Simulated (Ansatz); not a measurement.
# SrO: the cost of one run

Computed with Ansatz 0.2.0 (DFT PBEsol, scalar-relativistic, plane waves, PAW, unless a step's input says otherwise).

## 1. The starting structure

The structure is cubic, space group F-43m (No. 216). Conventional cell: a = 5.447 Å, b = 5.447 Å, c = 5.447 Å, α = 90.00°, β = 90.00°, γ = 90.00°. Sr (site symmetry -43m) has 4 O at 2.36 Å as nearest neighbours. O (site symmetry -43m) is surrounded by 4 Sr at 2.36 Å.

As a file:

```
Sr O
1.0
     0.00000    2.72360    2.72360
     2.72360    0.00000    2.72360
     2.72360    2.72360    0.00000
Sr O
1 1
Direct
  0.00000 0.00000 0.00000
  0.25000 0.25000 0.25000
```

This is a trial structure built by rule; it need not be a known or stable form of this composition.

The cell is the ideal cubic zincblende prototype; whether it is the stable structure of this composition wasn't checked.

## 2. The reference run: phonons at Γ

input.yaml reads:

```yaml
crystal:
  lattice:
    - [0.0, 2.7236, 2.7236]
    - [2.7236, 0.0, 2.7236]
    - [2.7236, 2.7236, 0.0]
  atoms:
    - { symbol: Sr, position: [0.0, 0.0, 0.0] }
    - { symbol: O, position: [0.25, 0.25, 0.25] }
basis:
  ecutwfc: 420
kpoints:
  mp_grid: { grid: [8, 8, 8] }
hamiltonian:
  xc: pbesol
scf:
  occupations: { method: fixed }
output:
  eigenvalues: true
phonons:
  method: dfpt
  dielectric: true
  rigid_motions: translations
```

On the command line:

```
> ansatz run input.yaml --threads 1 --pin off --max-ram 1228MiB --backend cpu --events-out ev --progress --plain --runs-dir out
```

What time and memory should one allow on 1 thread of Arm Neoverse N1, shared host?

About 41 s, with a peak of 0.44 GiB.
